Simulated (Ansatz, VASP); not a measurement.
VH3: VASP beside Ansatz

```
CELL_PARAMETERS angstrom
2.77309 0.00000 0.00000
0.00000 2.77309 0.00000
0.00000 0.00000 2.77309
ATOMIC_POSITIONS crystal
V 0.00000 0.00000 0.00000
H 0.00000 0.50000 0.50000
H 0.50000 0.00000 0.50000
H 0.50000 0.50000 0.00000
```

Change from the starting cell: species swapped into the ZrIr3 type (Pm-3m, No. 221).

Alike in both runs: functional PBE; k mesh 16 × 16 × 16; occupations gaussian, width 0.1 eV; collinear spin.

Ansatz relaxed the structure, and its values are those at the end. VASP's run is a single point on that final structure, the one shown.

```csv
,VASP,Ansatz
version,VASP 6.6.1,Ansatz 0.2.0
potentials or method,"VASP PAW PBE potentials, release 64 (V_sv, H)","scalar-relativistic, plane waves, PAW"
plane-wave cutoff (eV),520,420
valence electrons in the cell,16,16
```

|  | VASP | Ansatz | Ansatz less VASP |
| --- | --- | --- | --- |
| gap on the k mesh at the Fermi level (eV) | none | none | - |
| pressure (GPa) | 0.0 | 0.0 | -0.01 |
| net moment per atom (μB) | 0.11 | 0.11 | 0.000 |
| size of the moment on the site where the two differ most (μB) | 0.43 | 0.34 | -0.095 |

Site moments also hang on the region over which each program counts them. A gap of «none» marks a metal or a gap that the smearing closes. With one functional, cell and mesh, what is left measures potentials, basis and numerics.
